A carbon crystal with four neighbours around each atom, all in the tetrahedral bonding of diamond, has been calculated with force fields and with several density functionals. The equilibrium volume is the volume per atom at which the energy is lowest. In the table it has been left open for one functional, revPBE, and the task is to forecast it from the other rows. The difficulty is that these rows differ in program and basis as well as in functional.

Carbon in an 8-atom hexagonal cell (P6₃/mmc), calculated with force fields and non-spin-polarised Kohn–Sham DFT. Each volume is at the method's own energy minimum for a static lattice, without zero-point or thermal motion. Under basis, eV values are plane-wave cutoffs, Kmax is in bohr⁻¹, and DZP means numerical atomic orbitals with an energy shift of 0.002 Ry.

| method | rung | program | potentials | basis | k mesh | smearing | equilibrium volume (Å³/atom) |
| --- | --- | --- | --- | --- | --- | --- | --- |
| AIREBO-M | force field | LAMMPS | CH.airebo m | default | none 8-atom cell | none | 5.638 |
| MEAM | force field | LAMMPS-through-ASE | library.meam | default | none 8-atom cell | none | 5.673 |
| Tersoff | force field | LAMMPS | SiC.tersoff.zbl | default | none 8-atom cell | none | 5.632 |
| SVWN5 | LDA | SIESTA | PseudoDojo 0.4 standard NC | DZP | 8x8x3 8-atom cell | Fermi Dirac 0.05eV | 5.631 |
| Wigner | LDA | FLEUR | all electron | 5.5 Kmax | 12x12x4 8-atom cell | Fermi Dirac 0.05eV | 5.683 |
| PBE | GGA | Ansatz | Ansatz PAW accurate | 800 eV | 12x12x4 8-atom cell | Fermi Dirac 0.05eV | 5.701 |
| PBEJsJrLO | GGA | SIESTA | PseudoDojo 0.4 standard NC | DZP | 8x8x3 8-atom cell | Fermi Dirac 0.05eV | 5.766 |
| WC | GGA | FLEUR | all electron | 5.34 Kmax | 12x12x4 8-atom cell | Fermi Dirac 0.05eV | 5.619 |
| revPBE | GGA | FLEUR | all electron | 5.34 Kmax | 12x12x4 8-atom cell | Fermi Dirac 0.05eV | ? |

**(a) Which rows can help to forecast the revPBE volume?**

*Solution.* Two orders in the table look wrong. SVWN5, a local density functional (LDA), gives a larger volume than the gradient-corrected WC, although this form of LDA normally binds diamond more tightly. PBEJsJrLO lies 0.065 Å³/atom above PBE, although its exchange energy responds more weakly to density gradients. As part (b) explains, a weaker response should make the crystal smaller.

Both odd rows come from the same program, SIESTA, with a DZP basis, which describes each valence orbital by two localised functions and adds one shell of polarisation functions. A converged volume for cubic diamond with this LDA is roughly 5.5 Å³/atom (a recalled figure). The crystal here stacks the same tetrahedral layers in a sequence that repeats after four layers instead of three, which should change the volume per atom very little, so the SVWN5 row appears too large by about 0.1. The exchange model of part (b) gives a similar excess for PBEJsJrLO. The small basis is the likely cause, though the pseudopotentials may contribute, and no SIESTA run with a larger basis is there to separate the two. The coarser k mesh of these rows should matter little in an insulator with a wide gap.

The force fields are no guide either. Their parameters were adjusted to known properties of materials, so a good volume from them may simply return what was put in.

The Wigner row is an LDA with another correlation energy. It has no dependence on the density gradient, so it cannot set the scale of a gradient effect.

That leaves WC and PBE as the useful pair. WC, PBE and revPBE use the same correlation energy and differ only in how exchange depends on the density gradient. WC was run with the all-electron program that is also used for revPBE. PBE comes from another program with PAW potentials, which replace the inner electrons by a stored description of the atom, so the step from WC to PBE may contain a small difference between programs.

**(b) What volume should revPBE give, and how certain is the forecast?**

*Solution.* Gradient-corrected functionals multiply the local exchange energy by an enhancement factor $F(s)$. The reduced gradient $s$ measures how fast the electron density changes over the typical distance between electrons. A larger $F$ makes the exchange energy more negative and so lowers the total energy.

When the crystal expands, the densities of neighbouring atoms overlap less. The density between the inner shells and the bonds becomes more uneven, and $s$ grows there. If $F$ rises steeply with $s$, this growth brings a larger gain in energy, and the crystal settles at a larger volume. What counts is therefore the slope $dF/ds$ more than the value of $F$.

This can be turned into an estimate. Changing the functional adds a small energy $\delta E(V)$ to the energy curve $E(V)$, and the minimum moves by

$$\delta V=-\frac{\delta E'(V)}{E''(V)}.$$

Primes denote derivatives with respect to volume, and $E''$ measures the stiffness of the crystal. With $\delta E\approx-A\,\delta F(s)$, where $A$ is the size of the local exchange energy in the region concerned, the shift becomes

$$\delta V\approx\frac{A}{E''}\,\frac{ds}{dV}\;\delta\!\left(\frac{dF}{ds}\right).$$

The factors in front belong to the crystal and are nearly the same for all three functionals. The model treats $A$ as constant, although it falls somewhat on expansion. The volume steps between functionals should then be in the same ratio as the differences in slope.

For PBE and revPBE the enhancement factor is

$$F(s)=1+\kappa-\frac{\kappa}{1+\mu s^2/\kappa}.$$

Both have $\mu\approx0.22$, which fixes how $F$ starts to rise at small $s$. They differ in $\kappa$, which fixes where the rise levels off: about 0.80 in PBE and 1.2 in revPBE. If only the start of the curve mattered, revPBE would repeat the PBE volume. At moderate $s$, however, the smaller $\kappa$ already holds back the rise of PBE more than that of revPBE. WC has a longer formula, not written out here: it starts like PBE but rises more slowly at moderate $s$. Its smaller volume therefore already speaks against the view that only the start counts.

I take $s=1$ as typical of the region that matters; this is a judgement, not a result of the calculations. The slopes there are 0.191 for WC, 0.271 for PBE and 0.317 for revPBE. The second difference in slope is smaller than the first by the factor

$$\frac{0.317-0.271}{0.271-0.191}\approx0.58.$$

From WC to PBE the volume grows by $5.701-5.619=0.082$ Å³/atom. The next step should then be $0.58\times0.082\approx0.048$, which gives

$$V_{\text{revPBE}}\approx5.701+0.048=5.749\ \text{Å}^3/\text{atom}.$$

The choice of $s$ is the main uncertainty. With $s=0.7$ the model gives 5.732, and with $s=1.3$ it gives 5.793. The forecast is therefore about 5.75 with an error bar of ±0.04, or 5.71 to 5.79 Å³/atom. This covers nearly all of that spread, but it leaves an allowance for the change of program only on the lower side.

In words, revPBE should lie above PBE, WC and Wigner. The central estimate makes the step from PBE to revPBE smaller than the step from WC to PBE, but the upper end of the range for $s$ would allow an equal or larger one. Whether revPBE falls above or below PBEJsJrLO is left open.

**(c) How good was the forecast, and what does the result say about comparing functionals?**

*Solution.* The calculation gave the following.

The withheld rows as computed:

| method | rung | program | potentials | basis | k mesh | smearing | equilibrium volume (Å³/atom) |
| --- | --- | --- | --- | --- | --- | --- | --- |
| revPBE | GGA | FLEUR | all electron | 5.34 Kmax | 12x12x4 8-atom cell | Fermi Dirac 0.05eV | 5.763 |

The computed volume is 5.763 Å³/atom. The forecast was 0.014 too low, well inside its error bar. Taking over the PBE volume unchanged would have missed by 0.062, about four times as much. The volume does lie above those of PBE, WC and Wigner, as forecast.

The step itself was predicted less well than the volume. It is 0.76 of the step from WC to PBE, where the central estimate had 0.58, so the model found the right direction and order but made the step about a quarter too small. A typical $s$ somewhat above 1 would close the gap. So would a PBE volume about 0.01 Å³/atom larger, because such a change raises both the starting point and the step used as a scale. The table cannot tell these two explanations apart.

WC and PBE set the scale of the model, so it reproduces their volumes by construction, and revPBE is its only independent trial here. The agreement supports the argument about slopes, but a single row cannot establish it. The output printed after this text lists the slopes, the estimates for other values of $s$ and the misses.

For someone who needs dimensions, the functional effect is modest. Going from PBE to revPBE lengthens the bonds by about 0.4% if the crystal keeps its shape. The mechanism also gives a rule for similar functionals: with the same correlation energy, the one whose $F(s)$ climbs more steeply at moderate $s$ should give the larger volume. The stiffness in the denominator means that, if the other factors were equal, a softer crystal would respond more strongly to the same change.

The comparison left open in part (b) is the most instructive. The revPBE volume is only 0.003 Å³/atom below that of PBEJsJrLO, so the two functionals look interchangeable. Their exchange slopes do not support this: the model puts PBEJsJrLO between WC and PBE, about 0.12 below its printed volume. That estimate is rough, because PBEJsJrLO also changes the correlation energy. Still, the match probably arises because a steep functional in one program meets a gentler one in a setup that gives too large a volume.

An error of about 0.1 Å³/atom from basis and potentials is larger than either functional step followed here. It can reverse the order of two functionals, or make different ones appear to agree. The decisive test would be to run PBEJsJrLO with the all-electron program used for WC and revPBE: does its volume then fall between those of WC and PBE?

Printed output of the fit:

```
Spread of the known GGA volumes (A^3/atom): 0.147
Wigner less SVWN5 (A^3/atom): 0.052
PBEJsJrLO less PBE (A^3/atom): 0.065
SVWN5 less rough recalled converged LDA of 5.5 (A^3/atom): 0.131
PBEJsJrLO less rough exchange-slope estimate (A^3/atom): 0.1233
Slope dF/ds at s of 1, WC: 0.191
Slope dF/ds at s of 1, PBE: 0.2709
Slope dF/ds at s of 1, revPBE: 0.3173
Volume step from WC to PBE (A^3/atom): 0.082
Forecast step from PBE to revPBE (A^3/atom): 0.04758
Forecast with s of 0.7 (A^3/atom): 5.732
Forecast with s of 1.3 (A^3/atom): 5.793
FORECAST for revPBE, error bar 0.04 (A^3/atom): 5.749
COMPUTED revPBE volume (A^3/atom): 5.763
Miss, forecast less computed (A^3/atom): -0.01442
Miss of the rival forecast, PBE volume less computed (A^3/atom): -0.062
Computed step PBE to revPBE over step WC to PBE: 0.7561
Computed revPBE less PBEJsJrLO (A^3/atom): -0.003
Bond length change from PBE to revPBE at fixed shape (percent): 0.3612
```
